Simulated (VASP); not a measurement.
Consider the following.

```xyz
2
Lattice="0.0000 3.1160 3.1160 3.1160 0.0000 3.1160 3.1160 3.1160 0.0000" Properties=species:S:1:pos:R:3 pbc="T T T"
Al     0.0000     0.0000     0.0000
Sb     1.5580     1.5580     1.5580
```

Computed with PBE GGA, VASP's PBE PAW potentials (set 64) (plane waves; VASP). Run with 520 eV cut-off, 7×7×7 Γ-centred mesh, Gaussian smearing of 0.050 eV, potentials Al Sb.

Unless said otherwise, spin-orbit coupling is left out, though it shifts the bands of the heavy elements here.

**Question.** What does the run give for the energy per atom (σ→0), band gap (on the k-mesh) with the smallest direct gap where there is one?

**Answer.** 
* **band gap (on the k-mesh)**: 1.26 eV
* **smallest direct gap (on the k-mesh)**: 1.26 eV
* **energy per atom (σ→0)**: -4105 meV/atom

Only differences to runs with the same potentials and settings are physical.

The compound is AlSb in the zinc blende structure. It was relaxed first.
